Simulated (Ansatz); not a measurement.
Crystal: Ga.

```
Ga
1.0
     4.44947    0.00000    0.00000
    -2.22474    3.85336    0.00000
     0.00000    0.00000    2.76520
Ga
2
Direct
  0.33333 0.66667 0.50000
  0.66667 0.33333 0.50000
```

The cell was built by a generator and needn't be a form met in nature.

* Program: Ansatz 0.2.0
* Task: relaxation of cell and atoms
* Functional: HSEsol
* Potentials or basis: Ansatz PAW
* Cutoff: 420 eV (not typed: the program's choice for these potentials)
* k mesh: 4 × 4 × 5
* Occupations: fermi-dirac, width 0.05 eV
* Spin: no spin polarisation

At the start: volume 23.71 Å³/atom.

Task: How do energy, volume and symmetry change on relaxing?

Result: It ends after 7 steps and the volume is 22.46 Å³/atom (-5.2 %); space group P6/mmm (No. 191, to 0.05 Å).

Step by step:
```tsv
step	energy change (eV)	largest force (eV/Å)	volume (Å³)
1	0.0000	0.0000	47.41
2	-0.0136	0.0000	46.09
3	-0.0378	0.0000	42.64
4	-0.0548	0.0000	45.34
5	-0.0574	0.0000	44.87
6	-0.0574	0.0000	44.93
7	-0.0562	0.0000	44.93
```

Final structure:
```yaml
crystal:
  lattice:
    - [4.24090, 0.00000, 0.00000]
    - [-2.12045, 3.67272, 0.00000]
    - [0.00000, 0.00000, 2.88432]
  atoms:
    - { symbol: Ga, position: [0.33333, 0.66667, 0.50000] }
    - { symbol: Ga, position: [0.66667, 0.33333, 0.50000] }
```

Caveat: the k mesh is coarse (spacing up to 0.45 Å⁻¹), so the values aren't converged, least of all with exact exchange; the plane-wave basis is chosen anew once the cell has moved, so the energies of steps on either side of that aren't comparable; the PAW data sets come from PBE, with cores solved anew for the run's functional, which leaves a small shift of forces and pressure.
